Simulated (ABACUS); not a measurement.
Runs of ABACUS 3.10.1 on Ti. Symmetry: Fm-3m, No. 225, cubic system. Conventional cell: a = 4.060 Å, b = 4.060 Å, c = 4.060 Å, α = 90.00°, β = 90.00°, γ = 90.00°. Ti (site symmetry m-3m) is surrounded by 12 Ti at 2.87 Å. This isn't the form of Ti at room conditions, which is hcp.

| task | potentials or basis | cell | orbital files | gap on the mesh (eV) | pressure (GPa) | V0 of scaled cells (Å³/atom) | B0 (GPa) |
| --- | --- | --- | --- | --- | --- | --- | --- |
| single point | PseudoDojo NC SR 0.4.1 PBE standard, DZP LCAO (the cutoffs set its grid) | cell strained at random at fixed volume | Ti Ti_confined-atom_7au_3s2p2d1f.orb | none | 5.0 | - | - |
| equation of state | PseudoDojo NC SR 0.4.1 PBE standard, DZP LCAO (the cutoffs set its grid) | as given | Ti Ti_confined-atom_7au_3s2p2d1f.orb | - | - | (b) | 108 |
| single point | PseudoDojo NC SR 0.4.1 PBE standard, TZDP LCAO (the cutoffs set its grid) | as given | Ti Ti_confined-atom_7au_4s3p3d1f.orb | none | 4.5 | - | - |
| single point | PseudoDojo NC SR 0.4.1 PBE standard, DZP LCAO (the cutoffs set its grid) | as given | Ti Ti_confined-atom_7au_3s2p2d1f.orb | none | 4.9 | - | - |
| equation of state | PseudoDojo NC SR 0.4.1 PBE standard, TZDP LCAO (the cutoffs set its grid) | as given | Ti Ti_confined-atom_7au_4s3p3d1f.orb | - | - | (a) | 107 |

Alike in all rows: level PBE; no spin polarisation; k mesh 11 × 11 × 11; cutoff (eV) 1361; smearing fermi-dirac 0.05 eV.

Estimate the missing entries.

(a) 17.40; (b) 17.45.

Caveats: the atomic orbitals were generated for these runs and aren't a published set; the basis of atomic orbitals isn't converged, which shifts pressures, moduli and gaps.

A gap of «none» marks a metal or a gap under the smearing width.
